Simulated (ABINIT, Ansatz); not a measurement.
# A GW chain in ABINIT: F (C2/m), part 3 of 3

Aim: the G0W0 gap of F (C2/m) on LDA, step by step.

ABINIT 10.8.3; LDA and many-body steps on it, plane waves. Known limits of the many-body steps: not at the basis limit; coarse k mesh.

So far. Step 3 (Bands along the symmetry lines): The gap is 2.161 eV, as in the run before at this level. Step 4 (Empty states on the mesh, 4×4×2 mesh, 44 bands): On this mesh the gap is 2.161 eV.

**5. Screening, 4×4×2 mesh, 40 bands, screening to 98 eV**

The RPA dielectric matrix is built and inverted for each q.

This step: RPA screening on LDA, plane waves, norm-conserving pseudopotentials.

run.abi reads:

```
acell 3*1.0 Angstrom
rprim 
  2.650494272500 -1.517320773400 0.000000000000
  2.650494272500 1.517320773400 -0.000000000000
  -2.103423892600 -0.000000000000 6.726107507300
ntypat 1
znucl 9
natom 4
typat 1 1 1 1
xred 
  0.504495130000 0.504495130000 0.400850110000
  0.085358160000 0.085358160000 0.098603260000
  0.495504870000 0.495504870000 0.599149890000
  0.914641840000 0.914641840000 0.901396740000
pp_dirpath "pseudos"
pseudos "F.upf"
ecut 36
ngkpt 4 4 2
nshiftk 1
shiftk 0 0 0
kptopt 1
chksymbreak 0
istwfk *1
occopt 1
irdwfk 1
optdriver 3
nband 40
ecuteps 3.6
inclvkb 2
awtr 1
symchi 1
indata_prefix "in"
outdata_prefix "out"
tmpdata_prefix "tmp"
```

Launch:

```console
OMP_NUM_THREADS=1 mpirun -n 4 abinit run.abi > log
```

Numbers of over 12 decimals in the logs are rounded to 6 here.

Output:

```text
.Version 10.8.3 of ABINIT. v10.8.2 released Aug 2026.

 Symmetries : space group C2/m (# 12); Bravais mC (1-face-center monocl.)
[... echo of the input left out ...]
== DATASET  1 ==================================================================
-   mpi_nproc: 4, omp_nthreads: 1 (-1 if OMP is not activated)

--- !DatasetInfo
iteration_state: {dtset: 1, }
dimensions: {natom: 4, nkpt: 14, mband: 40, nsppol: 1, nspinor: 1, nspden: 1, mpw: 3789, }
cutoff_energies: {ecut:  36.0, pawecutdg:  -1.0, }
electrons: {nelect:   2.80000000E+01, charge:   0.00000000E+00, occopt:   1.00000000E+00, tsmear:   1.00000000E-02, }

 SCREENING: Calculation of the susceptibility and dielectric matrices

 Based on a program developped by R.W. Godby, V. Olevano, G. Onida, and L. Reining.
 Incorporated in ABINIT by V. Olevano, G.-M. Rignanese, and M. Torrent.
.Using double precision arithmetic ; gwpc =  8

[... cell and pseudopotentials left out ...]
--------------------------------------------------------------------------------

 ==== K-mesh for the wavefunctions ====
 Number of points in the irreducible wedge :    14
[... list of points left out ...]
 Together with  4 symmetry operations and time-reversal symmetry
 yields    32 points in the full Brillouin Zone.

 ==== Q-mesh for the screening function ====
 Number of points in the irreducible wedge :    14
[... list of points left out ...]
 Together with  4 symmetry operations and time-reversal symmetry
 yields    32 points in the full Brillouin Zone.

 setmesh: FFT mesh size selected  =    20x   20x   45
          total number of points  =        18000

 vcoul_init : cutoff-mode = AUXILIARY_FUNCTION
 q-points for optical limit:   1
     1)      0.000010    0.000020    0.000030

- screening: taking advantage of time-reversal symmetry
- Maximum band index for partially occupied states nbvw = 14
- Remaining bands to be divided among processors   nbcw = 26
- Number of bands treated by each node ~6

 Number of electrons calculated from density =   28.0000; Expected =   28.0000
 average of density, n =  0.076694
 r_s =    1.4601
 omega_plasma =   26.7139 [eV]

 calculating chi0 at frequencies [eV] :
  1    0.000000E+00    0.000000E+00
  2    0.000000E+00    2.671390E+01

--------------------------------------------------------------------------------
  q-point number  1        q = ( 0.000000, 0.000000, 0.000000) [r.l.u.]
--------------------------------------------------------------------------------
[... chi0 elements left out ...]
 For q-point:  0.000010 0.000020 0.000030
  dielectric constant =   2.3176
  dielectric constant without local fields =   2.7323

  Average fulfillment of the sum rule on Im[epsilon] for q-point    1 :     30.36  [%]
[... wings left out ...]
  q-point number  2        q = ( 0.250000, 0.000000, 0.000000) [r.l.u.]
--------------------------------------------------------------------------------
[... chi0 elements left out ...]
  Average fulfillment of the sum rule on Im[epsilon] for q-point    2 :     31.81  [%]

 [... 12 further q-points ...]
```

Elapsed: 10 s, on 4 MPI ranks of Arm Neoverse V2, shared host; peak memory 0.71 GiB; 40 s of CPU time.

This step gave:

- ε∞ with local fields, on this mesh, along the program's q direction: 2.318
- the same without local fields: 2.732
- plasma frequency: 26.71 eV
- plane waves in the screening matrix: 133

Local fields lower ε∞ by 15 %. On a Γ-centred mesh this coarse the value itself is usually too large, while a short band sum pulls it down.

**6. Self-energy, 4×4×2 mesh, 40 bands, screening to 98 eV**

The self-energy is evaluated for the states that the input lists, and the levels follow from it, in one-shot runs by the linearised quasiparticle equation.

This step: G0W0 on LDA, plane waves, norm-conserving pseudopotentials.

Changes to run.abi since step 5:

```diff
@@ -25,8 +25,17 @@
 irdwfk 1
-optdriver 3
+optdriver 4
 nband 40
+gwcalctyp 0
+ecutsigx 36
+symsigma 1
+nkptgw 2
+kptgw 
+  0.5000000000 0.5000000000 0.0000000000
+  0.0000000000 0.0000000000 0.0000000000
+bdgw 
+  13 16
+  13 16
 ecuteps 3.6
-inclvkb 2
-awtr 1
-symchi 1
+irdscr 1
+ppmodel 1
 indata_prefix "in"
```

Output:

```text
.Version 10.8.3 of ABINIT. v10.8.2 released Aug 2026.

 Symmetries : space group C2/m (# 12); Bravais mC (1-face-center monocl.)
[... echo of the input left out ...]
== DATASET  1 ==================================================================
-   mpi_nproc: 4, omp_nthreads: 1 (-1 if OMP is not activated)

--- !DatasetInfo
iteration_state: {dtset: 1, }
dimensions: {natom: 4, nkpt: 14, mband: 40, nsppol: 1, nspinor: 1, nspden: 1, mpw: 3789, }
cutoff_energies: {ecut:  36.0, pawecutdg:  -1.0, }
electrons: {nelect:   2.80000000E+01, charge:   0.00000000E+00, occopt:   1.00000000E+00, tsmear:   1.00000000E-02, }

 SIGMA: Calculation of the GW corrections

 Based on a program developped by R.W. Godby, V. Olevano, G. Onida, and L. Reining.
 Incorporated in ABINIT by V. Olevano, G.-M. Rignanese, and M. Torrent.
.Using double precision arithmetic ; gwpc =  8

[... cell and pseudopotentials left out ...]
--------------------------------------------------------------------------------

 ==== K-mesh for the wavefunctions ====
 Number of points in the irreducible wedge :    14
[... list of points left out ...]
 Together with  4 symmetry operations and time-reversal symmetry
 yields    32 points in the full Brillouin Zone.

 ==== Q-mesh for screening function ====
 Number of points in the irreducible wedge :    14
[... list of points left out ...]
 Together with  4 symmetry operations and time-reversal symmetry
 yields    32 points in the full Brillouin Zone.

 vcoul_init : cutoff-mode = AUXILIARY_FUNCTION
 q-points for optical limit:   1
     1)      0.000010    0.000020    0.000030
 setmesh: FFT mesh size selected  =    32x   32x   72
          total number of points  =        73728

 Number of electrons calculated from density =   28.0000; Expected =   28.0000
 average of density, n =  0.076694
 r_s =    1.4601
 omega_plasma =   26.7139 [eV]

 === KS Band Gaps ===
  >>>> For spin  1
   Minimum direct gap =   2.2363 [eV], located at k-point      :   0.0000  0.0000  0.0000
   Fundamental gap    =   2.1606 [eV], Top of valence bands at :   0.5000  0.5000  0.0000
                                       Bottom of conduction at :   0.0000  0.0000  0.0000
 SIGMA fundamental parameters:
 PLASMON POLE MODEL  1
 number of plane-waves for SigmaX                 3789
 number of plane-waves for SigmaC and W            133
 number of plane-waves for wavefunctions          3789
 number of bands                                    40
 number of independent spin polarizations            1
 number of spinorial components                      1
 number of k-points in IBZ                          14
 number of q-points in IBZ                          14
 number of symmetry operations                       4
 number of k-points in BZ                           32
 number of q-points in BZ                           32
 number of frequencies for dSigma/dE                 9
 frequency step for dSigma/dE [eV]                0.25
 number of omega for Sigma on real axis              0
 max omega for Sigma on real axis  [eV]           0.00
 zcut for avoiding poles [eV]                     0.10

 EPSILON^-1 parameters (SCR file):
 dimension of the eps^-1 matrix on file            133
 dimension of the eps^-1 matrix used               133
 number of plane-waves for wavefunctions          3789
 number of bands                                    40
 number of q-points in IBZ                          14
 number of frequencies                               2
 number of real frequencies                          1
 number of imag frequencies                          1

 matrix elements of self-energy operator (all in [eV])

 Perturbative Calculation

--- !SelfEnergy_ee
iteration_state: {dtset: 1, }
kpoint     : [   0.500,    0.500,    0.000, ]
spin       : 1
KS_gap     :    2.782
QP_gap     :    8.903
Delta_QP_KS:    6.121
data: !SigmaeeData |
     Band     E0 <VxcDFT>   SigX SigC(E0)      Z dSigC/dE  Sig(E)    E-E0       E
       13  -4.467 -23.136 -31.753   5.638   0.789  -0.267 -25.487  -2.351  -6.817
       14  -4.016 -23.814 -32.373   5.654   0.791  -0.265 -26.112  -2.298  -6.314
       15  -1.234 -23.222 -15.830  -2.578   0.794  -0.259 -19.399   3.823   2.589
       16  -1.102 -23.513 -16.034  -2.598   0.792  -0.262 -19.646   3.867   2.766

--- !SelfEnergy_ee
iteration_state: {dtset: 1, }
kpoint     : [   0.000,    0.000,    0.000, ]
spin       : 1
KS_gap     :    2.236
QP_gap     :    8.127
Delta_QP_KS:    5.891
data: !SigmaeeData |
     Band     E0 <VxcDFT>   SigX SigC(E0)      Z dSigC/dE  Sig(E)    E-E0       E
       13  -4.248 -23.521 -32.131   5.664   0.790  -0.266 -25.849  -2.328  -6.577
       14  -4.092 -23.694 -32.246   5.647   0.790  -0.265 -25.990  -2.296  -6.388
       15  -1.856 -22.068 -15.180  -2.418   0.804  -0.244 -18.473   3.595   1.739
       16  -0.627 -24.210 -16.284  -2.820   0.784  -0.275 -20.206   4.004   3.377

== END DATASET(S) ==============================================================
================================================================================

 -outvars: echo values of variables after computation  --------
           etotal      0.0000000000E+00
            nband          40
             nkpt          14
          spgroup          12
 [... the other variables as echoed above ...]

 Calculation completed.
```

Elapsed: 2.7 s, on 4 MPI ranks; peak memory 0.18 GiB.

Numbers from this step:

| Quantity | Value |
| --- | --- |
| G0W0 gap on the points computed | 8.053 eV |
| starting gap on the mesh | 2.161 eV |
| k of the valence top | 0.5, 0.5, 0 |
| k of the conduction bottom | 0, 0, 0 |
| Z at the valence top | 0.791 |
| Z at the conduction bottom | 0.804 |
| least direct G0W0 gap on the computed points | 8.127 eV |

The gap on the mesh goes from 2.16 eV to 8.05 eV, a correction of +5.89 eV.

Limits: finite bands, cutoff and mesh; coarse k mesh. v1 is the top filled band, c1 the lowest empty one. Levels before and after the correction, in eV, zero at the valence-band top of each column:

```
           conduction bottom  valence top
Kohn-Sham               2.16         0.00
     G0W0               8.05         0.00
```

```
                    level  energy (eV)
Kohn-Sham  (0.5 0.5 0) v2       -0.450
Kohn-Sham  (0.5 0.5 0) v1        0.000
Kohn-Sham  (0.5 0.5 0) c1        2.783
Kohn-Sham  (0.5 0.5 0) c2        2.915
Kohn-Sham            Γ v2       -0.232
Kohn-Sham            Γ v1       -0.076
Kohn-Sham            Γ c1        2.161
Kohn-Sham            Γ c2        3.390
     G0W0  (0.5 0.5 0) v2       -0.503
     G0W0  (0.5 0.5 0) v1        0.000
     G0W0  (0.5 0.5 0) c1        8.903
     G0W0  (0.5 0.5 0) c2        9.080
     G0W0            Γ v2       -0.263
     G0W0            Γ v1       -0.074
     G0W0            Γ c1        8.053
     G0W0            Γ c2        9.691
```

**7. Where the time went**

Times are wall times on 4 MPI ranks of Arm Neoverse V2, shared host, good to a factor of about two.

```
                          step   time  share  memory (GiB)
                  ground state   34 s   51 %           0.4
bands along the symmetry lines   12 s   19 %          0.36
      empty states on the mesh  7.1 s   11 %          0.31
                     screening   10 s   15 %          0.71
                   self-energy  2.7 s    4 %          0.18
```

**8. Results**

| Property | Result |
| --- | --- |
| LDA gap | 2.16 eV, indirect |
| G0W0 gap on the mesh | 8.05 eV |
| GW settings | 4×4×2 mesh, 40 bands, screening to 98 eV, Godby-Needs plasmon pole |
| known limits | not at the basis limit; coarse k mesh |

**Reading.** G0W0 moves the gap on the mesh from 2.16 eV to 8.05 eV (+5.89 eV), with Z of 0.79 and 0.80 at the edges. Local fields lower the RPA ε∞ on this mesh from 2.73 to 2.32; a Γ-centred mesh this coarse tends to raise both, most where the direct gap is narrow, while a short band sum lowers them. Only 2 of the mesh's irreducible points were corrected, so a valley elsewhere could overtake. The dearest step here is «ground state». Bands and cutoff are finite, so the gap is not at the basis limit. The miss can reach some tenths of an eV and take either sign; the mesh is an error of its own. In the G0W0 run levels were corrected at 2 k points alone, so a gap called «on the mesh» is the least over those, and an edge elsewhere would be missed. The 4×4×2 mesh is coarse for this cell, which bears on the long-range parts of exchange and screening.

[Paths, hosts, dates, memory and timing lines, banners, echoed tables and standing remarks are left out of the program output.]

[Logs are printed without paths, hosts, clocks, repeated set-up lines and the standing remarks that a program may print on its own settings, such as how far it seeks lower states.]

[Runs of the session that timed out or met a known fault of the program may be left out.]

[Hosts, paths, dates, database ids (printed as entryN), source tags and the programs' standing remarks are cut or masked in the printed files.]

[G0W0 gaps are taken among the corrected bands and points alone; a level outside them can change the order at an edge.]

[Where Ansatz stands beside ABINIT at settings called matched, ABINIT's density can come from a denser mesh and the files from another edition; pairs whose starting gaps differed by over 0.03 eV were left out, so agreement reads better than it is.]
